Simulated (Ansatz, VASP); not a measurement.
# Br: VASP and Ansatz over several settings

```
CELL_PARAMETERS angstrom
3.36325 -2.32255 0.00000
3.36325 2.32255 0.00000
0.00000 0.00000 8.70230
ATOMIC_POSITIONS crystal
Br 0.36510 0.63490 0.39010
Br 0.13490 0.86510 0.89010
Br 0.63490 0.36510 0.60990
Br 0.86510 0.13490 0.10990
```

Single points on this cell with VASP 6.6.1 and Ansatz 0.2.0. Each row is one pair of runs. Alike in all rows: spin: off; k mesh: 7 × 7 × 3; VASP's potentials, cutoff: VASP PAW PBE potentials, release 64 (Br), 520 eV; Ansatz's potentials, cutoff: Ansatz PAW, 420 eV.

| level | smearing | gap on the k mesh at the Fermi level (eV), VASP | gap on the k mesh at the Fermi level (eV), Ansatz | least direct gap on the mesh (eV), VASP | least direct gap on the mesh (eV), Ansatz | pressure (GPa), VASP | pressure (GPa), Ansatz |
| --- | --- | --- | --- | --- | --- | --- | --- |
| PBE | gaussian, width 0.012 eV | 1.90 | 1.90 | 1.92 | 1.92 | 1.9 | 1.8 |
| PBE | gaussian, width 0.029 eV | 1.90 | 1.90 | 1.92 | 1.92 | 1.9 | 1.8 |
| PBE | gaussian, width 0.03 eV | 1.90 | 1.90 | 1.92 | 1.92 | 1.9 | 1.8 |
| PBE | gaussian, width 0.011 eV | 1.90 | 1.90 | 1.92 | 1.92 | 1.9 | 1.8 |

Gap on the k mesh at the fermi level (eV): the two programs differ by at most 0.001; least direct gap on the mesh (eV): the two programs differ by at most 0.001; pressure (GPa): the two programs differ by at most 0.02.

Caveats: an odd mesh through Γ misses points on the zone boundary, where band edges often lie (VASP); odd divisions of the mesh miss points on the zone boundary, where band edges often lie, so the gap on the mesh can be too wide (Ansatz).
